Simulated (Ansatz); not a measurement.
The system is TiO2.

```
Ti O
1.0
     6.15358   -1.88347    0.00000
     6.15358    1.88347    0.00000
    -1.92833    0.00000    6.32897
Ti O
4 8
Direct
  0.90007 0.90007 0.28960
  0.19529 0.19529 0.28376
  0.09993 0.09993 0.71040
  0.80471 0.80471 0.71624
  0.36193 0.36193 0.29340
  0.26349 0.26349 0.65250
  0.86719 0.86719 0.99529
  0.73651 0.73651 0.34750
  0.94165 0.94165 0.63002
  0.13281 0.13281 0.00471
  0.63807 0.63807 0.70660
  0.05835 0.05835 0.36998
```

The cell comes from a database or a generator and needn't be the stable form of this composition.

| Property | Result |
| --- | --- |
| Program | Ansatz 0.2.0 |
| Task | relaxation of cell and atoms |
| Functional | BLYP |
| Potentials or basis | Ansatz PAW |
| Cutoff | 420 eV (not typed: the program's choice for these potentials) |
| k mesh | 8 × 8 × 4 |
| Occupations | fermi-dirac, width 0.05 eV |
| Spin | no spin polarisation |

At the start: volume 12.23 Å³/atom.

Problem. How do energy, volume and symmetry change on relaxing?

Solution. It ends after 9 steps and the volume is 12.46 Å³/atom (+1.9 %); space group C2/m (No. 12, to 0.05 Å).

Step by step:
```csv
step,energy change (eV),largest force (eV/Å),volume (Å³)
1,0.0000,0.2387,146.71
2,-0.0206,0.1576,148.65
3,-0.0223,0.0651,149.39
4,-0.0234,0.0303,149.53
5,-0.0250,0.0440,149.32
6,-0.0251,0.0039,149.35
7,-0.0400,0.0038,149.35
8,-0.0394,0.0060,149.50
9,-0.0401,0.0059,149.50
```

Final structure:
```xyz
12
Lattice="6.1816 -1.8848 -0.0141 6.1816 1.8848 -0.0141 -1.9516 0.0000 6.4200" Properties=species:S:1:pos:R:3 pbc="T T T"
Ti   10.5631    0.0000    1.8215
Ti    1.8367    0.0000    1.7847
Ti   -0.1516    0.0000    4.5703
Ti    8.5748    0.0000    4.6071
O     3.8930    0.0000    1.8593
O     1.9931    0.0000    4.2132
O     8.7961    0.0000    6.3742
O     8.4184    0.0000    2.1786
O    10.4169    0.0000    4.0218
O     1.6155    0.0000    0.0176
O     6.5186    0.0000    4.5325
O    -0.0054    0.0000    2.3700
```

Caveat: the plane-wave basis is chosen anew once the cell has moved, so the energies of steps on either side of that aren't comparable; the pressure holds a Pulay correction of +0.8 GPa for the finite cutoff; the PAW data sets come from PBE, with cores solved anew for the run's functional, which leaves a small shift of forces and pressure.
